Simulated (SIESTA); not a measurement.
The system is Sn.

```
Sn
1.0
    -2.94014    2.94014    1.59930
     2.94014   -2.94014    1.59930
     2.94014    2.94014   -1.59930
Sn
2
Direct
  0.00000 0.00000 0.00000
  0.75000 0.25000 0.50000
```

Base run:

* Program: SIESTA 5.4.2
* Functional: PBE
* Potentials or basis: PseudoDojo 0.4 standard (PBE files)
* Basis: DZP (energy shift 0.003 Ry; two zetas on semicore shells)
* Grid cutoff: 500 Ry
* Energy shift: 0.003 Ry
* k mesh: 9 × 9 × 9
* Occupations: fermi-dirac, width 0.05 eV
* Spin: no spin polarisation

Its results: band gap on the k mesh none (metal or under the smearing width); pressure 2.2 GPa.

Problem. The run is repeated on the same cell with these changes: functional from PBE to PBEsol; potentials or basis from PseudoDojo 0.4 standard (PBE files) to PseudoDojo 0.4 standard (PBEsol files). What comes out?

Solution. Band gap on the k mesh none (metal or under the smearing width); pressure -0.6 GPa.

Caveats: spin-orbit coupling is left out, which moves the levels of the heavy elements; the basis of atomic orbitals isn't converged, which shifts pressures, moduli and gaps.
